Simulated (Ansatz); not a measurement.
**AlN: a vibration from a frozen displacement**

These are results of DFT r2SCAN, scalar-relativistic, plane waves, PAW in Ansatz 0.2.0, not measurements. Cutoff 500 eV, Γ-centred 12×12×6 k-points, Gaussian smearing of 0.05 eV. No spin polarisation. Energies are free energies at this smearing, counted from the undisturbed cell; pressure is positive in compression.

Reference structure (relaxed at this level):

```xyz
4
Lattice="3.1067 0.0000 0.0000 -1.5533 2.6905 0.0000 0.0000 0.0000 4.9784" Properties=species:S:1:pos:R:3 pbc="T T T"
Al    0.0000    1.7936    0.0084
Al    1.5533    0.8968    2.4976
N     0.0000    1.7936    1.9083
N     1.5533    0.8968    4.3975
```

Atom 3 (N) is moved by x along the Cartesian unit vector (0.577, 0.577, 0.577); the cell and all other atoms stay fixed. The cell's volume is 41.61 Å³; the moved atoms weigh 14.007 u together and the others 67.970 u.

| x (Å) | ΔE (meV/cell) | total force on the moved atoms along the move (eV/Å) | pressure (GPa) |
| --- | --- | --- | --- |
| -0.2000 | 345.52 | 3.3909 | 2.8591 |
| -0.1500 | 196.05 | 2.5823 | 1.6644 |
| -0.1000 | 87.79 | 1.7435 | 0.7839 |
| 0.0000 | 0.00 | 0.0001 | 0.0136 |
| 0.0500 | 22.31 | -0.8944 | 0.1403 |
| 0.1500 | 202.21 | -2.7077 | 1.4410 |
| 0.2000 | 360.41 | -3.6206 | 2.6183 |

What frequency belongs to this motion?

The force constant is k = −dF/dx = 17.737 eV/Å², from the parabola through x = -0.1000, 0 and 0.0500. In every cell the moved atoms swing against the rest, so the mass is μ = m₁m₂/(m₁ + m₂) = 11.614 u, and ν̃ = 521.5 cm⁻¹ × √(|k|/μ) = 644 cm⁻¹. The pattern needn't be a normal mode: ν̃² is then a weighted mean of the squared nonzero frequencies at the zone centre of this cell, taken without macroscopic field, so it lies between the lowest and the highest of them.

How far does the harmonic law reach?

At x = -0.200 Å, kx²/2 = 354.74 meV against the computed 345.52 meV (-2.6 %): the well is still close to harmonic there.